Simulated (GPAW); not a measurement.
# InAs (F-43m) in GPAW: further runs, part 3 of 3

GPAW 26.7.0.

## 5. Single point, PBE

run.py reads:

```python
from ase.dft.bandgap import bandgap
from ase.io import write
from ase.spacegroup import crystal
from ase.units import GPa
from gpaw import GPAW, PW

# In 4a
# As 4c
atoms = crystal(['In', 'As'],
                basis=[[0.0, 0.0, 0.0],
                       [0.25, 0.25, 0.25]],
                spacegroup=216, setting=1,  # F-43m
                cellpar=[6.036, 6.036, 6.036, 90.0, 90.0, 90.0],
                primitive_cell=True)

calc = GPAW(mode=PW(900),
            xc='PBE',
            kpts={'size': (6, 6, 6), 'gamma': True},
            occupations={'name': 'fermi-dirac', 'width': 0.05},
            nbands=18,
            convergence={'density': 1e-05, 'energy': 1e-05},
            maxiter=75,
            txt='gpaw.txt')
atoms.calc = calc
energy = atoms.get_potential_energy()
forces = atoms.get_forces()
stress = atoms.get_stress()
calc.write('gs.gpw')
write('result.traj', atoms)
print(f'Energy: {energy:.6f} eV')
print('Forces (eV/A):')
print(forces.round(4))
print('Stress (GPa):', (stress / GPa).round(3))
print('Fermi level:', round(calc.get_fermi_level(), 4), 'eV')
print(f'Gap: {bandgap(calc)[0]:.4f} eV, direct: {bandgap(calc, direct=True)[0]:.4f} eV')
```

Potentials or basis: GPAW PAW data sets (gpaw-data 1.2.1), pw.

Run with:

```
$ OMP_NUM_THREADS=1 python run.py
```

gpaw.txt:

```text
__  _  _
 | _ |_)|_||  |
 |__||  | ||/\| - 26.7.0

Input parameters:
  mode=PW(ecut=900.0000000000001),
  convergence={'density': 1e-05, 'energy': 1e-05},
  kpts=MonkhorstPack(size=(6, 6, 6), gamma=True),
  maxiter=75,
  nbands=18,
  occupations=Occupations(name='fermi-dirac', width=0.05),
  xc=XC(name='PBE')

Diagonalizing LCAO Hamiltonian
Converting LCAO to pw mode

            As

       In

Atoms  # Å, Bohr magnetons
|   | symbol |        x |        y |        z |    initial magnetic moments |
|---|--------|----------|----------|----------|-----------------------------|
| 0 |     In | 0.000000 | 0.000000 | 0.000000 | ( 0.0000,  0.0000,  0.0000) |
| 1 |     As | 1.509000 | 1.509000 | 1.509000 | ( 0.0000,  0.0000,  0.0000) |

Unit cell  # Å
| periodic |        x |        y |        z |  lengths |    angles |
|----------|----------|----------|----------|----------|-----------|
|      yes | 0.000000 | 3.018000 | 3.018000 | 4.268097 | 60.000000 |
|      yes | 3.018000 | 0.000000 | 3.018000 | 4.268097 | 60.000000 |
|      yes | 3.018000 | 3.018000 | 0.000000 | 4.268097 | 60.000000 |

Number of symmetries: 24
Symmetry operations  # r_c * U_cc + t_c -> r_c
|    | kind |            matrix            |
|----|------|------------------------------|
|  0 |  E   |  1, 0, 0,  0, 1, 0,  0, 0, 1 |
|  1 |  σ   |  1, 0, 0,  0, 0, 1,  0, 1, 0 |
|  2 |  σ   |  1, 0,-1,  0, 1,-1,  0, 0,-1 |
|  3 |  C3  |  1, 0,-1,  0, 0,-1,  0, 1,-1 |
|  4 |  C3  |  1,-1, 0,  0,-1, 1,  0,-1, 0 |
|  5 |  σ   |  1,-1, 0,  0,-1, 0,  0,-1, 1 |
|  6 |  σ   |  0, 1, 0,  1, 0, 0,  0, 0, 1 |
|  7 |  C3  |  0, 1, 0,  0, 0, 1,  1, 0, 0 |
|  8 |  C2  |  0, 1,-1,  1, 0,-1,  0, 0,-1 |
|  9 |  S4  |  0, 1,-1,  0, 0,-1,  1, 0,-1 |
| 10 |  C3  |  0, 0, 1,  1, 0, 0,  0, 1, 0 |
| 11 |  σ   |  0, 0, 1,  0, 1, 0,  1, 0, 0 |
| 12 |  S4  |  0, 0,-1,  1, 0,-1,  0, 1,-1 |
| 13 |  C3  |  0, 0,-1,  0, 1,-1,  1, 0,-1 |
| 14 |  S4  |  0,-1, 1,  1,-1, 0,  0,-1, 0 |
| 15 |  C2  |  0,-1, 1,  0,-1, 0,  1,-1, 0 |
| 16 |  C3  |  0,-1, 0,  1,-1, 0,  0,-1, 1 |
| 17 |  S4  |  0,-1, 0,  0,-1, 1,  1,-1, 0 |
| 18 |  S4  | -1, 1, 0, -1, 0, 1, -1, 0, 0 |
| 19 |  C3  | -1, 1, 0, -1, 0, 0, -1, 0, 1 |
| 20 |  C3  | -1, 0, 1, -1, 1, 0, -1, 0, 0 |
| 21 |  S4  | -1, 0, 1, -1, 0, 0, -1, 1, 0 |
| 22 |  σ   | -1, 0, 0, -1, 1, 0, -1, 0, 1 |
| 23 |  C2  | -1, 0, 0, -1, 0, 1, -1, 1, 0 |

BZ-sampling:
  Number of BZ points: 216
  Number of IBZ points: 16

  Monkhorst-Pack size: [6, 6, 6]
  Monkhorst-Pack shift: [0.08333333333333333, 0.08333333333333333, 0.08333333333333333]

K-points  # in reciprocal-cell coordinates
|     |                                coordinates |     weight |
|-----|--------------------------------------------|------------|
|   0 | (  0.00000000,   0.00000000,   0.00000000) | 0.00462963 |
|   1 | (  0.16666667,   0.16666667,   0.00000000) | 0.02777778 |
|   2 | (  0.16666667,   0.16666667,   0.16666667) | 0.03703704 |
|   3 | (  0.33333333,   0.16666667,   0.16666667) | 0.05555556 |
|   4 | (  0.33333333,   0.33333333,  -0.33333333) | 0.05555556 |
|   5 | (  0.33333333,   0.33333333,   0.00000000) | 0.02777778 |
|   6 | (  0.33333333,   0.33333333,   0.16666667) | 0.11111111 |
|   7 | (  0.33333333,   0.33333333,   0.33333333) | 0.03703704 |
|   8 | (  0.50000000,   0.33333333,  -0.33333333) | 0.11111111 |
|   9 | (  0.50000000,   0.33333333,  -0.16666667) | 0.05555556 |
| ... |                                            |            |
|  15 | (  0.50000000,   0.50000000,   0.50000000) | 0.01851852 |

Plane wave coefficients: 3393
Cutoff: 900.0000000000001 eV

Spin-components: 1 (collinear spins)
Bands:           18
Projectors:      11
Spin-degeneracy: 2
Datatype:        complex128

Parallelization:
  kpt:    1
  domain: 1
  band:   1

Density:
  Valence electrons: 18.0
  Components: 1
  Grid points: [30 30 30]
  Charge: 0.0  # |e|

Potential:
  Grid points: [30 30 30]

species:
  In:
    name:    Indium
    Z:       49.0
    valence: 13
    core:    36
    charge:  0.0  # [|e|]
    compensation charges:
      type: gauss
      rc: 0.36  # [Å]
      lmax: 2
    cutoffs:
      filter: 2.09  # [Å]
      core: 2.48  # [Å]
    projectors
    | kind |    occ | energy [eV] | rcut [Å] |
    |------|--------|-------------|----------|
    |   5s |  2.000 |      -8.203 |    1.185 |
    |   5p |  1.000 |      -2.521 |    1.244 |
    |   4d | 10.000 |     -18.629 |    1.148 |
    |    s |        |      19.008 |    1.185 |
    |    p |        |      24.691 |    1.244 |
    |    d |        |       8.583 |    1.148 |

    Using partial waves for In as LCAO basis

  As:
    name:    Arsenic
    Z:       33.0
    valence: 5
    core:    28
    charge:  0.0  # [|e|]
    compensation charges:
      type: gauss
      rc: 0.33  # [Å]
      lmax: 2
    cutoffs:
      filter: 1.87  # [Å]
      core: 2.96  # [Å]
    projectors
    | kind |    occ | energy [eV] | rcut [Å] |
    |------|--------|-------------|----------|
    |   4s |  2.000 |     -14.487 |    1.058 |
    |   4p |  3.000 |      -5.196 |    1.058 |
    |    s |        |      12.725 |    1.058 |
    |    p |        |      22.016 |    1.058 |
    |    d |        |       0.000 |    1.058 |

    Using partial waves for As as LCAO basis

Reference energy: -221478.393260  # eV

eigensolver:
  PPCG
  Converge bands: occupied
  niter=2

density mixing:
  MSR1-Mixer
  Pratt-step length: 0.05
  Maximum mixing coefficient: 0.75
  Old densities: 10
  SVD Regularization: 0.005
  Good broyden scale: 1.0
  Trust region scale: 1.0
  Backstep threshold: 4.0
  History deletion threshold: 6.0
  Fourier metric: weight=20.0, sigma=0.015

occupation numbers:
  Fermi-Dirac:
    width: 0.0500  # eV

poisson solver:
  ecut: 7200.000000000001  # eV

xc functional:
  name: PBE with 2 nearest neighbor stencil

convergence criteria:
- Maximum integral of absolute [dens]ity change: 1e-05 electrons / valence electron
- Maximum [total energy] change in last 3 cyles: 1e-05 eV / valence electron
- Maximum integral of absolute [eigenst]ate change: 4e-08 eV^2 / valence electron
maximum number of iterations: 75

SCF iterations
|iter     | |      energy | eigst |  dens |
|---------|-|-------------|-------|-------|
|iter:   1| |   -8.107181 | -0.30 |       |
|iter:   2| |   -8.061914 | -2.31 | -1.17 |
|iter:   3| |   -7.889441 | -1.92 | -1.21 |
|iter:   4| |   -7.890590 | -3.28 | -1.80 |
|iter:   5| |   -7.890716 | -4.07 | -2.32 |
|iter:   6| |   -7.890746c| -5.63 | -3.10 |
|iter:   7| |   -7.890749c| -6.65 | -3.55 |
|iter:   8| |   -7.890749c| -8.11c| -4.61 |
|iter:   9| |   -7.890749c| -8.34c| -5.35c|

Converged in 9 steps
Energy contributions relative to reference atoms: (reference = -221478.393260)

Energy contributions:
  Kinetic:          27.086303
  Coulomb:         -24.779152
  Zero:              0.138514
  External:          0.000000
  Xc:              -10.335930
  Entropy:          -0.000967
  Spinorbit:         0.000000
  ----------------------------
  Free energy:      -7.891232
  Extrapolated:     -7.890749

dipole moment: (-23.441086, -23.441086, -23.441086)  # |e|*Ang

Fermi level: 4.946
Eigenvalues  # (at kpt = [0.000, 0.000, 0.000])
| band index |      eig [eV] | occ [0-2] |
|------------|---------------|-----------|
|          0 |        -9.407 |     2.000 |
|        ... |               |           |
|          2 |        -9.407 |     2.000 |
|          3 |        -9.279 |     2.000 |
|          4 |        -9.279 |     2.000 |
|          5 |        -6.986 |     2.000 |
|          6 |         4.747 |     1.964 |
|          7 |         4.909 |     1.354 |
[... 8 lines left out ...]
|         16 |        15.400 |     0.000 |
|         17 |        15.400 |     0.000 |

No gap
No difference between direct/indirect transitions

Forces  # eV/Ang
|        x |        y |       z |
|----------|----------|---------|
|  0.00000 | -0.00000 | 0.00000 |  # In   0
| -0.00000 |  0.00000 | 0.00000 |  # As   1

Stress tensor  # eV/Ang^3
|         x |         y |         z |
|-----------|-----------|-----------|
| -0.025832 | -0.000000 | -0.000000 |
| -0.000000 | -0.025832 |  0.000000 |
| -0.000000 |  0.000000 | -0.025832 |

# Writing to gs.gpw (mode='')
```

Run time: 20 s. Hardware: 1 thread of Arm Neoverse V1, shared host; peak memory 0.18 GiB.

What came out:

```yaml
Free_energy: -7.8912 eV
Pressure: 4.1 GPa
Band_gap_on_the_k_mesh: none (metal or under the smearing width)
```

Caveat: this crystal is a semiconductor, whose small gap the functional closes, so the metal is an error of the method.

## 6. Single point, PBE

run.py reads:

```python
import spglib
from ase import Atoms
from ase.dft.bandgap import bandgap
from ase.io import read, write
from ase.units import GPa
from gpaw import GPAW, PW

atoms = read('InAs.cif')
cell, positions, numbers = spglib.find_primitive(
    (atoms.cell[:], atoms.get_scaled_positions(), atoms.numbers), symprec=1e-4)
atoms = Atoms(numbers, cell=cell, scaled_positions=positions, pbc=True)

calc = GPAW(mode=PW(600),
            xc='PBE',
            kpts={'size': (6, 6, 6), 'gamma': True},
            occupations={'name': 'fermi-dirac', 'width': 0.05},
            nbands=18,
            convergence={'density': 1e-05, 'energy': 1e-05},
            maxiter=50,
            txt='gpaw.txt')
atoms.calc = calc
energy = atoms.get_potential_energy()
forces = atoms.get_forces()
stress = atoms.get_stress()
calc.write('gs.gpw')
write('result.traj', atoms)
print(f'Energy: {energy:.6f} eV')
print('Forces (eV/A):')
print(forces.round(4))
print('Stress (GPa):', (stress / GPa).round(3))
print('Fermi level:', round(calc.get_fermi_level(), 4), 'eV')
print(f'Gap: {bandgap(calc)[0]:.4f} eV, direct: {bandgap(calc, direct=True)[0]:.4f} eV')
```

InAs.cif reads:

```cif
data_InAs
_cell_length_a 6.03600000
_cell_length_b 6.03600000
_cell_length_c 6.03600000
_cell_angle_alpha 90.00000000
_cell_angle_beta 90.00000000
_cell_angle_gamma 90.00000000
_space_group_name_H-M_alt 'F-43m'
_space_group_name_Hall 'F -4 2 3'
_space_group_IT_number 216
loop_
_space_group_symop_operation_xyz
'x,y,z'
'y,-x,-z'
'-x,-y,z'
'-y,x,-z'
'x,-y,-z'
'y,x,z'
'-x,y,-z'
'-y,-x,z'
'z,x,y'
'-z,y,-x'
'z,-x,-y'
'-z,-y,x'
'-z,x,-y'
'z,y,x'
'-z,-x,y'
'z,-y,-x'
'y,z,x'
'-x,-z,y'
'-y,z,-x'
'x,-z,-y'
'-y,-z,x'
'x,z,y'
'y,-z,-x'
'-x,z,-y'
'x,y+1/2,z+1/2'
'y,-x+1/2,-z+1/2'
'-x,-y+1/2,z+1/2'
'-y,x+1/2,-z+1/2'
'x,-y+1/2,-z+1/2'
'y,x+1/2,z+1/2'
'-x,y+1/2,-z+1/2'
'-y,-x+1/2,z+1/2'
'z,x+1/2,y+1/2'
'-z,y+1/2,-x+1/2'
'z,-x+1/2,-y+1/2'
'-z,-y+1/2,x+1/2'
'-z,x+1/2,-y+1/2'
'z,y+1/2,x+1/2'
'-z,-x+1/2,y+1/2'
'z,-y+1/2,-x+1/2'
'y,z+1/2,x+1/2'
'-x,-z+1/2,y+1/2'
'-y,z+1/2,-x+1/2'
'x,-z+1/2,-y+1/2'
'-y,-z+1/2,x+1/2'
'x,z+1/2,y+1/2'
'y,-z+1/2,-x+1/2'
'-x,z+1/2,-y+1/2'
'x+1/2,y,z+1/2'
'y+1/2,-x,-z+1/2'
'-x+1/2,-y,z+1/2'
'-y+1/2,x,-z+1/2'
'x+1/2,-y,-z+1/2'
'y+1/2,x,z+1/2'
'-x+1/2,y,-z+1/2'
'-y+1/2,-x,z+1/2'
'z+1/2,x,y+1/2'
'-z+1/2,y,-x+1/2'
'z+1/2,-x,-y+1/2'
'-z+1/2,-y,x+1/2'
'-z+1/2,x,-y+1/2'
'z+1/2,y,x+1/2'
'-z+1/2,-x,y+1/2'
'z+1/2,-y,-x+1/2'
'y+1/2,z,x+1/2'
'-x+1/2,-z,y+1/2'
'-y+1/2,z,-x+1/2'
'x+1/2,-z,-y+1/2'
'-y+1/2,-z,x+1/2'
'x+1/2,z,y+1/2'
'y+1/2,-z,-x+1/2'
'-x+1/2,z,-y+1/2'
'x+1/2,y+1/2,z'
'y+1/2,-x+1/2,-z'
'-x+1/2,-y+1/2,z'
'-y+1/2,x+1/2,-z'
'x+1/2,-y+1/2,-z'
'y+1/2,x+1/2,z'
'-x+1/2,y+1/2,-z'
'-y+1/2,-x+1/2,z'
'z+1/2,x+1/2,y'
'-z+1/2,y+1/2,-x'
'z+1/2,-x+1/2,-y'
'-z+1/2,-y+1/2,x'
'-z+1/2,x+1/2,-y'
'z+1/2,y+1/2,x'
'-z+1/2,-x+1/2,y'
'z+1/2,-y+1/2,-x'
'y+1/2,z+1/2,x'
'-x+1/2,-z+1/2,y'
'-y+1/2,z+1/2,-x'
'x+1/2,-z+1/2,-y'
'-y+1/2,-z+1/2,x'
'x+1/2,z+1/2,y'
'y+1/2,-z+1/2,-x'
'-x+1/2,z+1/2,-y'
loop_
_atom_site_label
_atom_site_type_symbol
_atom_site_symmetry_multiplicity
_atom_site_Wyckoff_symbol
_atom_site_fract_x
_atom_site_fract_y
_atom_site_fract_z
_atom_site_occupancy
In1 In 4 a 0.0000000000 0.0000000000 0.0000000000 1
As1 As 4 c 0.2500000000 0.2500000000 0.2500000000 1
```

Potentials or basis: GPAW PAW data sets (gpaw-data 1.2.1), pw.

Run with:

```
$ OMP_NUM_THREADS=1 python run.py
```

gpaw.txt:

```text
__  _  _
 | _ |_)|_||  |
 |__||  | ||/\| - 26.7.0

Input parameters:
  mode=PW(ecut=600.0),
  convergence={'density': 1e-05, 'energy': 1e-05},
  kpts=MonkhorstPack(size=(6, 6, 6), gamma=True),
  maxiter=50,
  nbands=18,
  occupations=Occupations(name='fermi-dirac', width=0.05),
  xc=XC(name='PBE')

Diagonalizing LCAO Hamiltonian
Converting LCAO to pw mode

            As

       In

Atoms  # Å, Bohr magnetons
|   | symbol |        x |        y |        z |    initial magnetic moments |
|---|--------|----------|----------|----------|-----------------------------|
| 0 |     In | 0.000000 | 0.000000 | 0.000000 | ( 0.0000,  0.0000,  0.0000) |
| 1 |     As | 1.509000 | 1.509000 | 1.509000 | ( 0.0000,  0.0000,  0.0000) |

Unit cell  # Å
| periodic |        x |        y |        z |  lengths |    angles |
|----------|----------|----------|----------|----------|-----------|
|      yes | 0.000000 | 3.018000 | 3.018000 | 4.268097 | 60.000000 |
|      yes | 3.018000 | 0.000000 | 3.018000 | 4.268097 | 60.000000 |
|      yes | 3.018000 | 3.018000 | 0.000000 | 4.268097 | 60.000000 |

Number of symmetries: 24
Symmetry operations  # r_c * U_cc + t_c -> r_c
|    | kind |            matrix            |
|----|------|------------------------------|
|  0 |  E   |  1, 0, 0,  0, 1, 0,  0, 0, 1 |
|  1 |  σ   |  1, 0, 0,  0, 0, 1,  0, 1, 0 |
|  2 |  σ   |  1, 0,-1,  0, 1,-1,  0, 0,-1 |
|  3 |  C3  |  1, 0,-1,  0, 0,-1,  0, 1,-1 |
|  4 |  C3  |  1,-1, 0,  0,-1, 1,  0,-1, 0 |
|  5 |  σ   |  1,-1, 0,  0,-1, 0,  0,-1, 1 |
|  6 |  σ   |  0, 1, 0,  1, 0, 0,  0, 0, 1 |
|  7 |  C3  |  0, 1, 0,  0, 0, 1,  1, 0, 0 |
|  8 |  C2  |  0, 1,-1,  1, 0,-1,  0, 0,-1 |
[... 143 lines left out ...]
- Maximum [total energy] change in last 3 cyles: 1e-05 eV / valence electron
- Maximum integral of absolute [eigenst]ate change: 4e-08 eV^2 / valence electron
maximum number of iterations: 50

SCF iterations
|iter     | |      energy | eigst |  dens |
|---------|-|-------------|-------|-------|
|iter:   1| |   -8.106125 | -0.34 |       |
|iter:   2| |   -8.060744 | -2.35 | -1.17 |
|iter:   3| |   -7.888224 | -1.93 | -1.21 |
|iter:   4| |   -7.889354 | -3.31 | -1.80 |
|iter:   5| |   -7.889475 | -4.11 | -2.32 |
|iter:   6| |   -7.889504c| -5.63 | -3.11 |
|iter:   7| |   -7.889507c| -6.67 | -3.56 |
|iter:   8| |   -7.889507c| -8.13c| -4.62 |
|iter:   9| |   -7.889507c| -8.39c| -5.36c|

Converged in 9 steps
Energy contributions relative to reference atoms: (reference = -221478.393260)

Energy contributions:
  Kinetic:          27.099916
  Coulomb:         -24.791721
  Zero:              0.139211
  External:          0.000000
  Xc:              -10.336430
  Entropy:          -0.000967
  Spinorbit:         0.000000
  ----------------------------
  Free energy:      -7.889990
  Extrapolated:     -7.889507

dipole moment: (-23.452621, -23.452621, -23.452621)  # |e|*Ang

Fermi level: 4.946
Eigenvalues  # (at kpt = [0.000, 0.000, 0.000])
| band index |      eig [eV] | occ [0-2] |
|------------|---------------|-----------|
|          0 |        -9.407 |     2.000 |
|        ... |               |           |
|          2 |        -9.407 |     2.000 |
|          3 |        -9.278 |     2.000 |
|          4 |        -9.278 |     2.000 |
|          5 |        -6.986 |     2.000 |
|          6 |         4.747 |     1.964 |
|          7 |         4.909 |     1.354 |
[... 8 lines left out ...]
|         16 |        15.400 |     0.000 |
|         17 |        15.400 |     0.000 |

No gap
No difference between direct/indirect transitions

Forces  # eV/Ang
|        x |        y |       z |
|----------|----------|---------|
| -0.00000 | -0.00000 | 0.00000 |  # In   0
| -0.00000 |  0.00000 | 0.00000 |  # As   1

Stress tensor  # eV/Ang^3
|         x |         y |         z |
|-----------|-----------|-----------|
| -0.025652 | -0.000000 |  0.000000 |
| -0.000000 | -0.025652 |  0.000000 |
|  0.000000 |  0.000000 | -0.025652 |

# Writing to gs.gpw (mode='')
```

Wall time 10 s (1 thread of Arm Neoverse V1, shared host); peak memory 0.15 GiB.

Results:

```yaml
Free_energy: -7.8900 eV
Pressure: 4.1 GPa
Band_gap_on_the_k_mesh: none (metal or under the smearing width)
```

Levels at points of the mesh, in eV from the Fermi level:
```
           k point  band 6  band 7  band 8  band 9  band 10  band 11  band 12  band 13
(0.00, 0.00, 0.00)  -11.93   -0.20   -0.04   -0.04    -0.04     3.85     3.85     3.85
(0.50, 0.50, 0.00)   -9.89   -5.90   -2.39   -2.39     1.50     2.03     9.19     9.27
(0.50, 0.50, 0.50)  -10.44   -5.83   -1.04   -1.04     0.93     4.64     4.64     6.84
```

Caveat: this crystal is a semiconductor, whose small gap the functional closes, so the metal is an error of the method.

## 7. The runs side by side

| task | level | potentials or basis | cell | k mesh | cutoff (eV) | smearing | eigensolver | maxiter | optimizer | fmax | max steps | other keys | mesh quality | gap on the mesh (eV) | pressure (GPa) |
| --- | --- | --- | --- | --- | --- | --- | --- | --- | --- | --- | --- | --- | --- | --- | --- |
| relaxation of cell and atoms | BLYP+D4 | PAW data sets generated in the run's folder for this functional, pw | relaxed to 1 GPa | 8 × 8 × 8 | 600 | fermi-dirac 0.05 eV | davidson | 150 | BFGS | 0.01 eV/Å | 60 | - | not flagged | none | 1.0 |
| single point | PBE0 | GPAW PAW data sets (gpaw-data 1.2.1), pw | as given | 3 × 3 × 3 | 450 | fermi-dirac 0.05 eV | - | 60 | - | - | - | - | coarse | 1.36 | - |
| electron localisation function | LDA | PAW data sets generated in the run's folder for this functional, pw | as given | 4 × 4 × 4 | 510 | fermi-dirac 0.01 eV | - | 150 | - | - | - | - | coarse | none | -0.3 |
| single point | PBE | GPAW PAW data sets (gpaw-data 1.2.1), pw | as given | 6 × 6 × 6 | 900 | fermi-dirac 0.05 eV | - | 75 | - | - | - | several, not listed | not flagged | none | 4.1 |
| single point | PBE | GPAW PAW data sets (gpaw-data 1.2.1), pw | as given | 6 × 6 × 6 | 600 | fermi-dirac 0.05 eV | - | 50 | - | - | - | several, not listed | not flagged | none | 4.1 |

Alike in all rows: no spin polarisation.

Caveats: some runs use coarse meshes; this crystal is a semiconductor, whose small gap the functional closes, so the metal is an error of the method (some runs); later steps reuse the first step's grids (some runs); pairwise dispersion overbinds metals, which lowers pressure and volume (some runs); exact exchange converges slowly with the k mesh, and this mesh is small (some runs); the PAW data sets were made with another functional, which shifts forces and pressure a little (some runs); spin-orbit coupling is left out, which moves the levels of the heavy elements (some runs); the cutoff is short for stress and forces, so pressures can be off by a GPa or more (some runs).

Absolute energies hang on the potentials; compare differences alone.
